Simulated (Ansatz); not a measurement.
Runs of Ansatz 0.2.0 on SrCl2. The structure is cubic, space group Fm-3m (No. 225). The conventional cell has a = 6.977 Å, b = 6.977 Å, c = 6.977 Å, α = 90.00°, β = 90.00°, γ = 90.00°. Sr (site symmetry m-3m) has 8 Cl at 3.02 Å as nearest neighbours. Around Cl (site symmetry -43m) lie 4 Sr at 3.02 Å. 

```tsv
share of exact exchange	gap on the mesh (eV)	pressure (GPa)
0.2	6.38	(c)
0.3	6.91	0.4
0.4	7.45	0.2
0.15	6.12	(a)
0.25	6.65	0.5
0.05	5.60	0.9
0.5	(b)	(d)
0.1	5.86	0.8
```

Alike in all rows: task single point; level HSE06 form with a typed share of exact exchange; potentials or basis Ansatz PAW; no spin polarisation; cell as given; k mesh 4 × 4 × 4; cutoff (eV) 420; smearing fermi-dirac 0.05 eV.

Task: Estimate the missing entries.

Result: (a) 0.7; (b) 7.99; (c) 0.6; (d) 0.0.

Caveats: the PAW data sets come from PBE, with cores solved anew for the run's functional, which leaves a small shift of forces and pressure; the thresholds are loose for stress.

A k mesh can miss the band edges, and the runs leave out spin-orbit coupling on Sr.
